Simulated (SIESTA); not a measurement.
Runs of SIESTA 5.4.2 on TiC. Symmetry: Fm-3m, No. 225, cubic system. The conventional cell has a = 4.331 Å, b = 4.331 Å, c = 4.331 Å, α = 90.00°, β = 90.00°, γ = 90.00°. Ti (site symmetry m-3m) has 6 C at 2.17 Å as nearest neighbours. C (site symmetry m-3m) is surrounded by 6 Ti at 2.17 Å. The cell is a database's computed one.

| task | level | potentials or basis | cell | k mesh | optimiser | force tolerance | stress tolerance (GPa) | MPI ranks | displacement | grid cutoff | energy shift | gap on the mesh (eV) | pressure (GPa) |
| --- | --- | --- | --- | --- | --- | --- | --- | --- | --- | --- | --- | --- | --- |
| band structure | vdW-DF-cx | PseudoDojo 0.4 standard (PBE files), DZP (energy shift 0.003 Ry; two zetas on semicore shells) | as given | 11 × 11 × 11 | - | - | - | - | - | 800 Ry | 0.003 Ry | none | -3.8 |
| band structure | BLYP | PseudoDojo 0.4 standard (PBE files), DZP (energy shift 0.003 Ry; two zetas on semicore shells) | as given | 11 × 11 × 11 | - | - | - | - | - | 800 Ry | 0.003 Ry | none | 10.5 |
| relaxation of the atoms | OLYP | Ansatz (PBE files), DZP (energy shift 0.005 Ry) | atoms relaxed | 11 × 11 × 11 | FIRE | 0.02 eV/Å | - | - | - | 800 Ry | 0.005 Ry | none | -4.4 |
| relaxation of cell and atoms | LDA | PseudoDojo 0.4 standard (LDA files), SZP (energy shift 0.005 Ry) | relaxed | 11 × 11 × 11 | Broyden | 0.01 eV/Å | 0.05 | 4 | - | 800 Ry | 0.005 Ry | none | 0.0 |
| band structure | PBE | PseudoDojo 0.4 standard (PBE files), DZ (energy shift 0.002 Ry) | as given | 11 × 11 × 11 | - | - | - | - | - | 800 Ry | 0.002 Ry | none | 0.5 |
| band structure | AM05 | PseudoDojo 0.4 standard (PBEsol files), DZP (energy shift 0.003 Ry; two zetas on semicore shells) | as given | 11 × 11 × 11 | - | - | - | - | - | 800 Ry | 0.003 Ry | none | (a) |

Alike in all rows: no spin polarisation; smearing fermi-dirac 0.05 eV.

Question: Fill in the values left out.

Answer: (a) -6.3.

Caveats: the basis of atomic orbitals isn't converged, which shifts pressures, moduli and gaps; the potentials were made for another functional, which shifts forces and pressure (some runs); semicore shells carry a single zeta, which can move pressures by several GPa and volumes by a few percent (some runs); the basis has no polarisation orbitals (some runs).

A k mesh can miss the band edges.

A gap of «none» marks a metal or a gap under the smearing width.

Not every run made on this cell is shown here.
